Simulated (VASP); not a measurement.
FeSi23 (a cell with a defect): single point with PBEsol+U

FeSi23 (a cell with a defect):

```
Fe Si
1.0
     0.00000    8.15550    8.15550
     5.43700    0.00000    5.43700
     5.43700    5.43700    0.00000
Fe Si
1 23
Direct
  0.00048 0.99904 0.99763
  0.00071 0.00068 0.49839
  0.00132 0.49991 0.99838
  0.00062 0.50088 0.49918
  0.33427 0.99934 0.99857
  0.33233 0.99978 0.50261
  0.33255 0.50390 0.99793
  0.33370 0.50047 0.49841
  0.66779 0.00149 0.00034
  0.66982 0.00034 0.49684
  0.67065 0.49779 0.99837
  0.66805 0.50022 0.49885
  0.08097 0.12003 0.11847
  0.08037 0.12136 0.63712
  0.08058 0.63871 0.11975
  0.08326 0.62623 0.62394
  0.41478 0.12746 0.12613
  0.41818 0.12551 0.62293
  0.41897 0.62357 0.12354
  0.41773 0.62485 0.62295
  0.76025 0.12064 0.11948
  0.75048 0.12531 0.62513
  0.75098 0.62624 0.12380
  0.75103 0.62578 0.62383
```

- Program: VASP 6.6.1
- Task: single point
- Functional: PBEsol
- Potentials or basis: VASP PAW PBE potentials, release 64 (Fe, Si)
- Cutoff: 350 eV
- k mesh: 2 × 3 × 3
- Occupations: gaussian, width 0.03 eV
- Spin: collinear spin, zero start
- Starting moments: [0.0, 0.0, 0.0, 0.0, 0.0, 0.0, 0.0, 0.0, 0.0, 0.0, 0.0, 0.0, 0.0, 0.0, 0.0, 0.0, 0.0, 0.0, 0.0, 0.0, 0.0, 0.0, 0.0, 0.0] μB
- Fixed moment: 0 μB
- Hubbard terms: Fe d U = 6 eV

```json
{
  "Pressure": "-1.3 GPa",
  "Largest force": "0.131 eV/Å",
  "Net moment": "0.00 μB per cell",
  "Valence electrons inside the program's atomic spheres": "Fe 7.52; Si 1.68, 1.69, 1.67"
}
```

Forces on the atoms (eV/Å):
```
Fe   0.020 -0.094 -0.088
Si  -0.002  0.018  0.048
Si   0.019  0.045  0.013
Si  -0.016 -0.005 -0.002
Si   0.032  0.001  0.001
Si   0.008  0.000 -0.013
Si   0.012 -0.010  0.007
Si   0.002  0.011  0.002
Si  -0.007  0.010  0.010
Si  -0.013 -0.008 -0.003
Si   0.006 -0.014 -0.005
Si   0.014 -0.014 -0.004
Si   0.064  0.052  0.050
Si  -0.048 -0.057  0.040
Si  -0.064  0.039 -0.060
Si   0.008  0.007  0.003
Si  -0.019  0.012  0.009
Si  -0.008  0.001  0.004
Si   0.000 -0.009  0.001
Si   0.022  0.007  0.002
Si   0.009 -0.002 -0.012
Si  -0.018  0.000  0.007
Si  -0.025  0.004 -0.005
Si   0.005  0.005 -0.005
```

Stress tensor (GPa, compression positive):
```
-1.43  0.33  0.33
 0.33 -1.19 -0.03
 0.33 -0.03 -1.19
```

Eigenvalues of the final occupation matrices:
| site | spin | trace | eigenvalues |
| --- | --- | --- | --- |
| site 1 d | 1 | 3.34 | 0.47 0.54 0.57 0.88 0.88 |
| site 1 d | 2 | 3.34 | 0.46 0.54 0.57 0.88 0.88 |

Wall time 5.6 min on 4 MPI ranks on Intel(R) Xeon(R) 6975P-C (Granite Rapids) (shared host), peak memory 0.67 GiB a rank.

Caveat: the PAW data sets were made with another functional, which shifts forces and pressure a little; the total moment is fixed, so each spin has its own Fermi level; the U is typed as a test and isn't derived for this compound. The state reached can hang on the start; a lower one may exist.
